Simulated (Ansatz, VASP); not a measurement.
## NaI: VASP beside Ansatz

```
CELL_PARAMETERS angstrom
0.00000 3.63390 3.37271
3.63390 0.00000 3.37271
3.63390 3.63390 0.00000
ATOMIC_POSITIONS crystal
Na 0.00000 0.00000 0.00000
I 0.25000 0.25000 0.25000
```

Change from the starting cell: epitaxial_xy strain +2.6%.

Alike in both runs: task single point; functional r2SCAN; k mesh 6 × 6 × 6; no spin polarisation.

|  | VASP | Ansatz |
| --- | --- | --- |
| version | VASP 6.6.1 | Ansatz 0.2.0 |
| potentials or method | VASP PAW PBE potentials, release 64 (Na_pv, I) | plane waves, PAW |
| plane-wave cutoff (eV) | 520 | 500 |
| occupations | gaussian, width 0.01 eV | fixed |
| valence electrons in the cell | 14 | 26 |

Ansatz gave:

| Property | Result |
| --- | --- |
| gap on the k mesh at the Fermi level (eV) | 4.36 |
| pressure (GPa) | 0.0 |

Problem. Which values does VASP return?

Solution. gap on the k mesh at the Fermi level (eV): 4.36; pressure (GPa): -0.1.

The two sets of potentials don't hold the same shells in valence.

Caveats: the PAW data sets were made with another functional, which shifts forces and pressure a little (VASP); spin-orbit coupling is left out, which moves the levels of the heavy elements.
